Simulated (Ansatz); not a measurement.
# SnS2: the cost of one run

Method: DFT PBE+D3(BJ), scalar-relativistic, plane waves, PAW, in Ansatz 0.2.0.

6 further runs of the same task are left out: 3 that didn't finish, 3 set aside as unsound or not needed.

## (1) The system as given

Symmetry: P-3m1, No. 164, trigonal system. Conventional cell: a = 3.669 Å, b = 3.669 Å, c = 5.806 Å, α = 90.00°, β = 90.00°, γ = 120.00°. Sn (site symmetry -3m) has 6 S at 2.58 Å as nearest neighbours. Around S (site symmetry 3m) lie 3 Sn at 2.58 Å.

As a file:

```cif
data_structure
_symmetry_space_group_name_H-M 'P 1'
_symmetry_Int_Tables_number 1
_cell_length_a 3.6693
_cell_length_b 3.6693
_cell_length_c 5.8063
_cell_angle_alpha 90.000
_cell_angle_beta 90.000
_cell_angle_gamma 120.000
_cell_volume 67.70
loop_
_atom_site_label
_atom_site_type_symbol
_atom_site_fract_x
_atom_site_fract_y
_atom_site_fract_z
_atom_site_occupancy
Sn1 Sn 0.00000 0.00000 0.00000 1
S1 S 0.66667 0.33333 0.25460 1
S2 S 0.33333 0.66667 0.74540 1
```

It is the result of an earlier relaxation at this level (volume 22.57 Å³/atom; gap on the mesh: 1.25 eV).

## (2) The cell under 5 GPa

What is minimised here is the enthalpy; the energy can go up as the cell is squeezed.

input.yaml reads:

```yaml
crystal:
  lattice:
    - [3.6692796055, 0.0, 0.0]
    - [-1.8346398027, 3.1776893519, 0.0]
    - [0.0, 0.0, 5.8062614806]
  atoms:
    - { symbol: Sn, position: [0.0, 0.0, 0.0] }
    - { symbol: S, position: [0.6666666667, 0.3333333333, 0.2546020433] }
    - { symbol: S, position: [0.3333333333, 0.6666666667, 0.7453979567] }
basis:
  ecutwfc: 420
kpoints:
  mp_grid: { grid: [12, 12, 6] }
hamiltonian:
  xc: pbe
  dispersion: d3bj
scf:
  occupations: { method: fixed }
output:
  forces: true
  stress: true
  eigenvalues: true
relax:
  adjacent_minimum: "off"
  f_tol: 0.001
  max_steps: 60
  cell: { stress_tol: 0.02, p_target: 5.0 }
```

The run is started by

```bash
ansatz run input.yaml --threads 1 --pin off --max-ram 3072MiB --backend cpu --events-out ev --progress --plain --runs-dir out
```

Q: Estimate wall time and peak memory on 1 thread of Intel Xeon Platinum 8488C (Sapphire Rapids), shared host.

About 36 s, with a peak of 0.47 GiB.
